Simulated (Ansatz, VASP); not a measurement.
BN: VASP beside Ansatz

POSCAR

```
BN
1.0
    2.5479975837      0.0000000000      0.0000000000
   -1.2739987919      2.2066306362      0.0000000000
    0.0000000000      0.0000000000      8.3753606070
B N
4 4
Direct
    0.0000000000      0.0000000000      0.0003894310
    0.3333333333      0.6666666667      0.2496892038
    0.0000000000      0.0000000000      0.5003894310
    0.6666666667      0.3333333333      0.7496892038
    0.0000000000      0.0000000000      0.1869898389
    0.3333333333      0.6666666667      0.4379315264
    0.0000000000      0.0000000000      0.6869898389
    0.6666666667      0.3333333333      0.9379315264
```

INCAR.step1

```
PREC = Accurate
ENCUT = 520
ISMEAR = 0
SIGMA = 0.01
LREAL = F
LASPH = T
NELM = 80
NBANDS = 26
GGA = PE
ALGO = Normal
EDIFF = 1E-4
LWAVE = T
LCHARG = F
```

Contents of INCAR.step2:

```
PREC = Accurate
ENCUT = 520
EDIFF = 1E-6
ISMEAR = 0
SIGMA = 0.01
LREAL = F
LASPH = T
NELM = 80
ALGO = Normal
ISIF = 2
LWAVE = F
LCHARG = F
METAGGA = R2SCAN
LMIXTAU = T
NBANDS = 26
ISTART = 1
```

KPOINTS

```
regular mesh
0
Gamma
  12 12 4
```

Input for Ansatz:

```yaml
crystal:
  lattice:
    - [2.5479975837, 0.0, 0.0]
    - [-1.2739987919, 2.2066306362, 0.0]
    - [0.0, 0.0, 8.375360607]
  atoms:
    - { symbol: B, position: [0.0, 0.0, 0.000389431] }
    - { symbol: B, position: [0.3333333333, 0.6666666667, 0.2496892038] }
    - { symbol: B, position: [0.0, 0.0, 0.500389431] }
    - { symbol: B, position: [0.6666666667, 0.3333333333, 0.7496892038] }
    - { symbol: "N", position: [0.0, 0.0, 0.1869898389] }
    - { symbol: "N", position: [0.3333333333, 0.6666666667, 0.4379315264] }
    - { symbol: "N", position: [0.0, 0.0, 0.6869898389] }
    - { symbol: "N", position: [0.6666666667, 0.3333333333, 0.9379315264] }
kpoints:
  mp_grid: { grid: [12, 12, 4] }
  band_path:
    path:
      - [0.0, 0.0, 0.0]
      - [0.5, 0.0, 0.0]
      - [0.3333333333, 0.3333333333, 0.0]
      - [0.0, 0.0, 0.5]
      - [0.5, 0.0, 0.5]
      - [0.3333333333, 0.3333333333, 0.5]
      - [0.0, 0.5, 0.0]
    npoints: 1
hamiltonian:
  xc: r2scan
scf:
  occupations: { method: fixed }
  n_extra_bands: 6
output:
  forces: true
  stress: true
  eigenvalues: true
```

Alike in both runs: task single point; functional r2SCAN; k mesh 12 × 12 × 4; no spin polarisation.

```csv
,VASP,Ansatz
version,VASP 6.6.1,Ansatz 0.2.0
potentials or method,"VASP PAW PBE potentials, release 64 (B, N)","plane waves, PAW"
plane-wave cutoff (eV),520,500
occupations,"gaussian, width 0.01 eV",fixed
valence electrons in the cell,32,32
```

Ansatz gave:

- gap on the k mesh at the Fermi level (eV): 6.08
- pressure (GPa): 0.0

Problem. Which values does VASP return?

Solution. gap on the k mesh at the Fermi level (eV): 6.06; pressure (GPa): 1.1.

Caveats: the PAW data sets were made with another functional, which shifts forces and pressure a little (VASP). A k mesh can miss the band edges. r2SCAN opens gaps a little over a GGA but as a rule still falls short of measured ones.
